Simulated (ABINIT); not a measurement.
The system is TiO2.

```
Ti O
1.0
     6.15358   -1.88347    0.00000
     6.15358    1.88347    0.00000
    -1.92833    0.00000    6.32897
Ti O
4 8
Direct
  0.90007 0.90007 0.28960
  0.19529 0.19529 0.28376
  0.09993 0.09993 0.71040
  0.80471 0.80471 0.71624
  0.36193 0.36193 0.29340
  0.26349 0.26349 0.65250
  0.86719 0.86719 0.99529
  0.73651 0.73651 0.34750
  0.94165 0.94165 0.63002
  0.13281 0.13281 0.00471
  0.63807 0.63807 0.70660
  0.05835 0.05835 0.36998
```

The cell comes from a database or a generator and needn't be the stable form of this composition.

```yaml
Program: ABINIT 10.8.3 (patched build)
Task: single point
Functional: PBE
Potentials_or_basis: JTH PAW PBE v2.0
Cutoff: 626 eV
k_mesh: 8 × 8 × 4
Occupations: fermi-dirac, width 0.05 eV
Spin: no spin polarisation
```

On this cell: pressure -0.9 GPa; largest force 0.136 eV/Å; band gap on the k mesh 2.74 eV, indirect (least direct gap 2.91 eV).

The same run follows on a disturbed copy (atoms moved at random, drawn with an rms of 0.05 Å):

```xyz
12
Lattice="6.1536 -1.8835 0.0000 6.1536 1.8835 0.0000 -1.9283 0.0000 6.3290" Properties=species:S:1:pos:R:3 pbc="T T T"
Ti   10.4927   -0.0035    1.8619
Ti    1.8583   -0.0078    1.7721
Ti   -0.1371   -0.0236    4.4947
Ti    8.5098    0.0307    4.5788
O     3.8914    0.0126    1.8512
O     1.9451   -0.0136    4.1285
O     8.7381   -0.0083    6.2607
O     8.4032   -0.0229    2.2173
O    10.3446    0.0212    3.9840
O     1.6137    0.0967    0.0723
O     6.5354   -0.0351    4.4553
O    -0.0029    0.0228    2.3654
```

What changes?

The energy moves by +18.6 meV/atom; pressure 0.7 GPa; largest force 2.344 eV/Å; band gap on the k mesh 2.81 eV, indirect (least direct gap 2.98 eV).

Forces on the atoms (eV/Å):
```
Ti   0.278  0.049  0.016
Ti  -0.104  0.034  1.505
Ti  -0.010  0.072 -0.267
Ti  -0.030 -0.322 -1.843
O    0.045 -0.286 -0.145
O    0.166  0.124  0.282
O    0.183  0.060  2.336
O    0.013  0.413 -0.455
O    0.925 -0.140  0.006
O   -0.108 -0.369 -1.599
O   -0.999  0.527  0.303
O   -0.360 -0.162 -0.139
```

Stress tensor (GPa, compression positive):
```
-0.40 -0.39  0.97
-0.39 -1.18 -0.27
 0.97 -0.27  3.72
```

Caveats: the atomic spheres overlap.

A k mesh can miss the band edges.
